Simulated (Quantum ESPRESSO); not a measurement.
SiO2:

```
Si O
1.0
     4.97559    0.00000    0.00000
     0.00000    4.97559    0.00000
     0.00000    0.00000    6.90089
Si O
4 8
Direct
  0.80325 0.80325 0.50000
  0.69675 0.30325 0.25000
  0.30325 0.69675 0.75000
  0.19675 0.19675 0.00000
  0.76176 0.11039 0.43204
  0.88961 0.23824 0.06796
  0.11039 0.76176 0.56796
  0.26176 0.38961 0.81796
  0.23824 0.88961 0.93204
  0.73824 0.61039 0.31796
  0.38961 0.26176 0.18204
  0.61039 0.73824 0.68204
```

The cell comes from a database or a generator and needn't be the stable form of this composition.

A run of Quantum ESPRESSO 7.5 on this cell left the log below. Logs are shortened: lines on timing, memory, paths and dates and some standing lists are left out, and cuts for length are marked.

```text
This program is part of the open-source Quantum ESPRESSO suite
     for quantum simulation of materials; please cite
         "P. Giannozzi et al., J. Phys.:Condens. Matter 21 395502 (2009);
         "P. Giannozzi et al., J. Phys.:Condens. Matter 29 465901 (2017);
         "P. Giannozzi et al., J. Chem. Phys. 152 154105 (2020);
     in publications or presentations arising from this work. More details at

     file O.pbe-n-kjpaw_psl.0.1.UPF: wavefunction(s)  2P renormalized
     Message from routine setup:
     using ibrav=0 with symmetry is DISCOURAGED, use correct ibrav instead

     G-vector sticks info
     --------------------
     sticks:   dense  smooth     PW     G-vecs:    dense   smooth      PW
     Sum        3109    1549    437               179747    63393    9733

     Using Slab Decomposition

     bravais-lattice index     =            0
     lattice parameter (alat)  =       9.4025  a.u.
     unit-cell volume          =    1152.8973 (a.u.)^3
     number of atoms/cell      =           12
     number of atomic types    =            2
     number of electrons       =        64.00
     number of Kohn-Sham states=           43
     kinetic-energy cutoff     =      55.0000  Ry
     charge density cutoff     =     440.0000  Ry
     scf convergence threshold =      2.4E-09
     mixing beta               =       0.5000
     number of iterations used =            8  plain     mixing
     Exchange-correlation= SLA  PW   PBX  PBC
                           (   1   4   3   4   0   0   0)

     celldm(1)=   9.402500  celldm(2)=   0.000000  celldm(3)=   0.000000
     celldm(4)=   0.000000  celldm(5)=   0.000000  celldm(6)=   0.000000

     crystal axes: (cart. coord. in units of alat)
               a(1) = (   1.000000   0.000000   0.000000 )
               a(2) = (   0.000000   1.000000   0.000000 )
               a(3) = (   0.000000   0.000000   1.386949 )

     reciprocal axes: (cart. coord. in units 2 pi/alat)
               b(1) = (  1.000000  0.000000  0.000000 )
[... 418 lines left out ...]
    10.2013  10.2013  10.6875  10.6875  11.2443  11.2443  11.5061  11.5062
    11.6131  11.6132  12.3654

          k =-0.5000-0.5000 0.0000 (  7936 PWs)   bands (ev):

   -17.0805 -17.0805 -17.0620 -17.0620 -15.9672 -15.9672 -15.9545 -15.9545
    -6.0294  -6.0294  -5.9055  -5.9055  -3.6248  -3.6248  -3.4702  -3.4702
    -1.5716  -1.5716  -1.3887  -1.3887  -1.0465  -1.0465  -0.8164  -0.8164
     0.1044   0.1044   0.1380   0.1380   0.8591   0.8591   0.9149   0.9149
    10.1862  10.1862  10.2987  10.2987  11.2272  11.2272  11.6682  11.6682
    12.7309  12.7313  12.8801

          k =-0.5000-0.5000 0.1803 (  7980 PWs)   bands (ev):

   -17.0772 -17.0772 -17.0642 -17.0642 -15.9663 -15.9663 -15.9573 -15.9573
    -6.0025  -6.0025  -5.9139  -5.9139  -3.6244  -3.6244  -3.5140  -3.5140
    -1.5662  -1.5662  -1.4664  -1.4664  -0.9221  -0.9221  -0.7972  -0.7972
     0.0942   0.0942   0.1380   0.1380   0.8388   0.8388   0.8905   0.8905
    10.3568  10.3568  10.4756  10.4756  11.2902  11.2902  11.5665  11.5665
    12.0675  12.0675  12.3820

          k =-0.5000-0.5000-0.3605 (  7944 PWs)   bands (ev):

   -17.0701 -17.0701 -17.0701 -17.0701 -15.9627 -15.9627 -15.9627 -15.9627
    -5.9489  -5.9489  -5.9489  -5.9489  -3.5908  -3.5908  -3.5908  -3.5908
    -1.5403  -1.5403  -1.5403  -1.5403  -0.7978  -0.7978  -0.7978  -0.7978
     0.1080   0.1080   0.1080   0.1080   0.8432   0.8432   0.8432   0.8432
    10.6872  10.6872  10.6872  10.6872  11.3263  11.3263  11.3263  11.3264
    11.8101  11.8101  11.8101

     the Fermi energy is     5.5147 ev

!    total energy              =    -380.30601359 Ry
     estimated scf accuracy    <          1.1E-10 Ry
     smearing contrib. (-TS)   =      -0.00000000 Ry
     internal energy E=F+TS    =    -380.30601359 Ry

     The total energy is F=E-TS. E is the sum of the following terms:
     one-electron contribution =    -175.18817343 Ry
     hartree contribution      =     120.00105902 Ry
     xc contribution           =     -85.93396300 Ry
     ewald contribution        =    -163.21466790 Ry
     one-center paw contrib.   =     -75.97026829 Ry

     convergence has been achieved in  12 iterations

     Forces acting on atoms (cartesian axes, Ry/au):

     atom    1 type  1   force =    -0.00140498   -0.00140498    0.00000000
     atom    2 type  1   force =     0.00140498   -0.00140498    0.00000000
     atom    3 type  1   force =    -0.00140498    0.00140498    0.00000000
     atom    4 type  1   force =     0.00140498    0.00140498    0.00000000
     atom    5 type  2   force =     0.00176426    0.00688528    0.00958979
     atom    6 type  2   force =    -0.00688528   -0.00176426   -0.00958979
     atom    7 type  2   force =     0.00688528    0.00176426   -0.00958979
     atom    8 type  2   force =     0.00176426   -0.00688528   -0.00958979
     atom    9 type  2   force =    -0.00176426   -0.00688528    0.00958979
     atom   10 type  2   force =    -0.00176426    0.00688528   -0.00958979
     atom   11 type  2   force =    -0.00688528    0.00176426    0.00958979
     atom   12 type  2   force =     0.00688528   -0.00176426    0.00958979

     Total force =     0.033995     Total SCF correction =     0.000020

     Computing stress (Cartesian axis) and pressure

          total   stress  (Ry/bohr**3)                   (kbar)     P=       51.68
   0.00034687   0.00000000   0.00000000           51.03        0.00        0.00
   0.00000000   0.00034687   0.00000000            0.00       51.03        0.00
   0.00000000   0.00000000   0.00036012            0.00        0.00       52.98

=------------------------------------------------------------------------------=
   JOB DONE.
=------------------------------------------------------------------------------=
```

Write the input and the command behind it.

Single point with PBE, no spin polarisation. The files as run (others can give the same):

pw.in
```
&CONTROL
  calculation = 'scf'
  prefix = 'pwscf'
  outdir = './tmp'
  pseudo_dir = './pseudo'
  tprnfor = .true.
  tstress = .true.
  disk_io = 'nowf'
/
&SYSTEM
  ibrav = 0
  nat = 12
  ntyp = 2
  ecutwfc = 55
  ecutrho = 440
  nbnd = 43
  occupations = 'smearing'
  smearing = 'fd'
  degauss = 0.00367493
/
&ELECTRONS
  conv_thr = 2.4d-09
  electron_maxstep = 120
  mixing_beta = 0.5
/
ATOMIC_SPECIES
Si    28.0850 Si.pbe-n-rrkjus_psl.1.0.0.UPF
O     15.9990 O.pbe-n-kjpaw_psl.0.1.UPF
CELL_PARAMETERS angstrom
   4.9755888200    0.0000000000    0.0000000000
   0.0000000000    4.9755888200    0.0000000000
   0.0000000000    0.0000000000    6.9008894400
ATOMIC_POSITIONS crystal
Si     0.8032465600    0.8032465600    0.5000000000
Si     0.6967534400    0.3032465600    0.2500000000
Si     0.3032465600    0.6967534400    0.7500000000
Si     0.1967534400    0.1967534400    0.0000000000
O      0.7617576300    0.1103870700    0.4320415600
O      0.8896129300    0.2382423700    0.0679584400
O      0.1103870700    0.7617576300    0.5679584400
O      0.2617576300    0.3896129300    0.8179584400
O      0.2382423700    0.8896129300    0.9320415600
O      0.7382423700    0.6103870700    0.3179584400
O      0.3896129300    0.2617576300    0.1820415600
O      0.6103870700    0.7382423700    0.6820415600
K_POINTS automatic
6 6 4 0 0 0
```

Potentials or basis: SSSP 1.3 efficiency PBE.
Launch:
```sh
$ OMP_NUM_THREADS=1 pw.x -in pw.in > pw.out
```
